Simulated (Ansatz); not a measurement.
Born–Oppenheimer molecular dynamics of a periodic cell of 16 atoms, Al (surface Al(110)). It starts from a relaxed structure.

Level of theory: DFT PBE, scalar-relativistic, plane waves, PAW in Ansatz. Settings: PAW set soft_1, cutoff 420 eV, k mesh 2x2x1, fermi-dirac smearing 0.15 eV, no spin polarisation.

* ensemble: NVT, Langevin thermostat
* time step: 2 fs
* steps asked: 170
* set temperature: 500 K
* friction: 0.05 /fs
* atoms held: 1 to 4
* seed: 482205

Frames 10 fs apart, positions in Å.

Velocities at 140 fs (Å/ps):

```
Al 0.00 0.00 0.00
Al 0.00 0.00 0.00
Al 0.00 0.00 0.00
Al 0.00 0.00 0.00
Al -1.45 -3.90 0.28
Al -4.84 -0.91 0.61
Al 2.54 -0.85 4.30
Al -3.45 2.17 3.36
Al -5.29 -5.98 -5.20
Al -1.73 3.08 -3.51
Al -0.34 -0.77 1.11
Al -0.44 3.75 10.90
Al -0.99 1.37 5.76
Al -7.91 0.25 2.43
Al -4.83 0.03 -0.66
Al -2.25 3.09 0.09
```

```xyz
16
Lattice="8.1000 0.0000 0.0000 0.0000 5.7276 0.0000 0.0000 0.0000 15.2957" Properties=species:S:1:pos:R:3 time_fs=140 energy_less_start_eV=0.563 T=441
Al 2.025 1.432 1.000
Al 6.075 1.432 1.000
Al 2.025 4.296 1.000
Al 6.075 4.296 1.000
Al 0.112 -0.120 2.397
Al 4.053 -0.053 2.201
Al -0.029 2.732 2.366
Al 4.102 2.864 2.479
Al 2.139 1.462 3.761
Al 6.085 1.417 3.865
Al 1.896 4.179 3.862
Al 6.198 4.402 3.774
Al 0.099 0.000 5.128
Al 4.042 -0.328 4.936
Al 0.149 2.782 5.201
Al 3.910 2.868 5.232
16
Lattice="8.1000 0.0000 0.0000 0.0000 5.7276 0.0000 0.0000 0.0000 15.2957" Properties=species:S:1:pos:R:3 time_fs=150 energy_less_start_eV=0.534 T=290
Al 2.025 1.432 1.000
Al 6.075 1.432 1.000
Al 2.025 4.296 1.000
Al 6.075 4.296 1.000
Al 0.128 -0.139 2.405
Al 4.032 -0.054 2.197
Al -0.013 2.728 2.402
Al 4.060 2.878 2.482
Al 2.107 1.428 3.719
Al 6.061 1.437 3.833
Al 1.907 4.175 3.838
Al 6.193 4.428 3.862
Al 0.113 0.034 5.152
Al 3.983 -0.299 4.960
Al 0.107 2.765 5.203
Al 3.895 2.885 5.205
16
Lattice="8.1000 0.0000 0.0000 0.0000 5.7276 0.0000 0.0000 0.0000 15.2957" Properties=species:S:1:pos:R:3 time_fs=160 energy_less_start_eV=0.476 T=420
Al 2.025 1.432 1.000
Al 6.075 1.432 1.000
Al 2.025 4.296 1.000
Al 6.075 4.296 1.000
Al 0.105 -0.093 2.467
Al 4.061 -0.061 2.212
Al -0.033 2.736 2.402
Al 4.058 2.895 2.434
Al 2.110 1.379 3.740
Al 6.030 1.443 3.836
Al 1.941 4.210 3.792
Al 6.170 4.438 3.952
Al 0.104 0.090 5.176
Al 3.954 -0.261 4.977
Al 0.066 2.737 5.260
Al 3.889 2.894 5.191
16
Lattice="8.1000 0.0000 0.0000 0.0000 5.7276 0.0000 0.0000 0.0000 15.2957" Properties=species:S:1:pos:R:3 time_fs=170 energy_less_start_eV=0.545 T=491
Al 2.025 1.432 1.000
Al 6.075 1.432 1.000
Al 2.025 4.296 1.000
Al 6.075 4.296 1.000
Al 0.077 -0.062 2.516
Al 4.064 -0.089 2.247
Al -0.053 2.781 2.388
Al 4.043 2.899 2.394
Al 2.122 1.354 3.801
Al 6.010 1.483 3.813
Al 1.956 4.215 3.737
Al 6.176 4.463 4.028
Al 0.101 0.120 5.192
Al 3.908 -0.201 5.028
Al 0.029 2.706 5.291
Al 3.867 2.924 5.197
16
Lattice="8.1000 0.0000 0.0000 0.0000 5.7276 0.0000 0.0000 0.0000 15.2957" Properties=species:S:1:pos:R:3 time_fs=180 energy_less_start_eV=0.580 T=332
Al 2.025 1.432 1.000
Al 6.075 1.432 1.000
Al 2.025 4.296 1.000
Al 6.075 4.296 1.000
Al 0.059 -0.064 2.513
Al 4.057 -0.117 2.283
Al -0.075 2.863 2.365
Al 4.028 2.932 2.375
Al 2.121 1.353 3.858
Al 5.971 1.519 3.821
Al 1.976 4.216 3.695
Al 6.214 4.432 4.045
Al 0.110 0.095 5.204
Al 3.926 -0.128 5.087
Al 0.019 2.695 5.297
Al 3.832 2.954 5.219
16
Lattice="8.1000 0.0000 0.0000 0.0000 5.7276 0.0000 0.0000 0.0000 15.2957" Properties=species:S:1:pos:R:3 time_fs=190 energy_less_start_eV=0.589 T=488
Al 2.025 1.432 1.000
Al 6.075 1.432 1.000
Al 2.025 4.296 1.000
Al 6.075 4.296 1.000
Al 0.037 -0.067 2.485
Al 4.101 -0.169 2.329
Al -0.123 2.886 2.327
Al 4.012 2.961 2.400
Al 2.101 1.355 3.822
Al 5.976 1.519 3.798
Al 1.957 4.208 3.704
Al 6.244 4.405 4.042
Al 0.083 0.041 5.188
Al 3.955 -0.047 5.098
Al 0.010 2.719 5.270
Al 3.800 2.937 5.225
16
Lattice="8.1000 0.0000 0.0000 0.0000 5.7276 0.0000 0.0000 0.0000 15.2957" Properties=species:S:1:pos:R:3 time_fs=200 energy_less_start_eV=0.656 T=493
Al 2.025 1.432 1.000
Al 6.075 1.432 1.000
Al 2.025 4.296 1.000
Al 6.075 4.296 1.000
Al 0.027 -0.088 2.464
Al 4.182 -0.201 2.351
Al -0.148 2.869 2.261
Al 3.989 2.969 2.434
Al 2.057 1.335 3.739
Al 6.030 1.555 3.781
Al 1.916 4.221 3.742
Al 6.239 4.366 4.035
Al 0.050 0.025 5.163
Al 3.979 -0.033 5.090
Al -0.015 2.769 5.266
Al 3.756 2.866 5.248
16
Lattice="8.1000 0.0000 0.0000 0.0000 5.7276 0.0000 0.0000 0.0000 15.2957" Properties=species:S:1:pos:R:3 time_fs=210 energy_less_start_eV=0.688 T=466
Al 2.025 1.432 1.000
Al 6.075 1.432 1.000
Al 2.025 4.296 1.000
Al 6.075 4.296 1.000
Al 0.015 -0.132 2.426
Al 4.216 -0.220 2.409
Al -0.141 2.861 2.241
Al 4.018 2.917 2.437
Al 1.991 1.298 3.739
Al 6.100 1.597 3.795
Al 1.894 4.235 3.745
Al 6.223 4.346 4.034
Al 0.067 -0.006 5.114
Al 4.009 -0.004 5.055
Al 0.005 2.820 5.279
Al 3.754 2.818 5.210
16
Lattice="8.1000 0.0000 0.0000 0.0000 5.7276 0.0000 0.0000 0.0000 15.2957" Properties=species:S:1:pos:R:3 time_fs=220 energy_less_start_eV=0.717 T=516
Al 2.025 1.432 1.000
Al 6.075 1.432 1.000
Al 2.025 4.296 1.000
Al 6.075 4.296 1.000
Al -0.006 -0.138 2.388
Al 4.197 -0.228 2.462
Al -0.111 2.897 2.268
Al 4.059 2.808 2.426
Al 1.917 1.270 3.751
Al 6.117 1.629 3.810
Al 1.900 4.241 3.771
Al 6.223 4.353 4.058
Al 0.097 0.011 5.079
Al 4.015 -0.020 5.040
Al -0.026 2.879 5.320
Al 3.759 2.854 5.181
16
Lattice="8.1000 0.0000 0.0000 0.0000 5.7276 0.0000 0.0000 0.0000 15.2957" Properties=species:S:1:pos:R:3 time_fs=230 energy_less_start_eV=0.712 T=383
Al 2.025 1.432 1.000
Al 6.075 1.432 1.000
Al 2.025 4.296 1.000
Al 6.075 4.296 1.000
Al -0.030 -0.162 2.357
Al 4.150 -0.191 2.485
Al -0.042 2.871 2.299
Al 4.075 2.737 2.395
Al 1.854 1.238 3.708
Al 6.130 1.657 3.823
Al 1.926 4.242 3.784
Al 6.232 4.377 4.050
Al 0.121 -0.009 5.104
Al 4.040 -0.011 5.057
Al -0.058 2.886 5.311
Al 3.767 2.851 5.156
16
Lattice="8.1000 0.0000 0.0000 0.0000 5.7276 0.0000 0.0000 0.0000 15.2957" Properties=species:S:1:pos:R:3 time_fs=240 energy_less_start_eV=0.743 T=403
Al 2.025 1.432 1.000
Al 6.075 1.432 1.000
Al 2.025 4.296 1.000
Al 6.075 4.296 1.000
Al -0.066 -0.164 2.327
Al 4.152 -0.146 2.500
Al -0.002 2.863 2.290
Al 4.102 2.727 2.386
Al 1.838 1.236 3.686
Al 6.110 1.696 3.868
Al 1.965 4.278 3.811
Al 6.220 4.423 4.029
Al 0.191 -0.032 5.149
Al 4.074 0.013 5.110
Al -0.102 2.826 5.302
Al 3.806 2.834 5.140
16
Lattice="8.1000 0.0000 0.0000 0.0000 5.7276 0.0000 0.0000 0.0000 15.2957" Properties=species:S:1:pos:R:3 time_fs=250 energy_less_start_eV=0.716 T=377
Al 2.025 1.432 1.000
Al 6.075 1.432 1.000
Al 2.025 4.296 1.000
Al 6.075 4.296 1.000
Al -0.104 -0.129 2.303
Al 4.163 -0.137 2.493
Al -0.005 2.848 2.299
Al 4.163 2.743 2.344
Al 1.870 1.258 3.623
Al 6.106 1.688 3.896
Al 1.987 4.292 3.817
Al 6.215 4.445 4.000
Al 0.205 -0.057 5.189
Al 4.119 0.024 5.141
Al -0.102 2.792 5.294
Al 3.820 2.855 5.152
```

Of the whole run (340 fs, mean temperature of the second half 425 K): The mean temperature of the second half is 15 % below the set value. A run of 0.34 ps of so small a system gives no equilibrium averages. Limits of this set-up: coarse k mesh, thin slab, slab without dipole correction.

Run time: 13 min on 1 thread of Arm Neoverse V2, with other jobs on the host, peak memory 0.73 GiB.
